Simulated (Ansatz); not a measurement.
# N: the cost of one run

Method: DFT PBE, scalar-relativistic, plane waves, PAW, in Ansatz 0.2.0.

**1. The structure to begin with**

It takes space group P6_3/mmc (No. 194, hexagonal). The conventional cell has a = 4.167 Å, b = 4.167 Å, c = 7.006 Å, α = 90.00°, β = 90.00°, γ = 120.00°. N (site symmetry 3m) has 1 N at 1.11 Å as nearest neighbours.

As a file:

```cif
data_structure
_symmetry_space_group_name_H-M 'P 1'
_symmetry_Int_Tables_number 1
_cell_length_a 4.1672
_cell_length_b 4.1672
_cell_length_c 7.0060
_cell_angle_alpha 90.000
_cell_angle_beta 90.000
_cell_angle_gamma 120.000
_cell_volume 105.37
loop_
_atom_site_label
_atom_site_type_symbol
_atom_site_fract_x
_atom_site_fract_y
_atom_site_fract_z
_atom_site_occupancy
N1 N 0.33333 0.66667 0.32893 1
N2 N 0.33333 0.66667 0.17107 1
N3 N 0.66667 0.33333 0.82893 1
N4 N 0.66667 0.33333 0.67107 1
```

The structure comes from the Materials Project (structure only).

**2. A change within a subgroup**

The change: strain xx, yy, zz, yz, xz, xy = -1.6, -1.6, +1.4, +0.0, +0.0, +0.0 %; atoms moved by 0.03 Å root mean square, at most 0.03 Å.

input.yaml

```yaml
crystal:
  lattice:
    - [4.1023906681, 0.0, 0.0]
    - [-2.051195334, 3.5527745348, 0.0]
    - [0.0, 0.0, 7.1071702007]
  atoms:
    - { symbol: "N", position: [0.33333333, 0.66666667, 0.3249407622] }
    - { symbol: "N", position: [0.33333333, 0.66666667, 0.1750592378] }
    - { symbol: "N", position: [0.66666667, 0.33333333, 0.833486072] }
    - { symbol: "N", position: [0.66666667, 0.33333333, 0.666513928] }
basis:
  ecutwfc: 420
kpoints:
  mp_grid: { grid: [6, 6, 4] }
hamiltonian:
  xc: pbe
scf:
  occupations: { method: gaussian, width: 0.02 }
output:
  forces: true
  stress: true
  eigenvalues: true
  populations: true
```

Started as:

```
$ ansatz run input.yaml --threads 1 --pin off --max-ram 1331MiB --backend cpu --events-out ev --progress --plain --runs-dir out
```

What time and memory should one allow on 1 thread of an x86-64 CPU, shared host?

About 5.6 s, with a peak of 0.34 GiB.
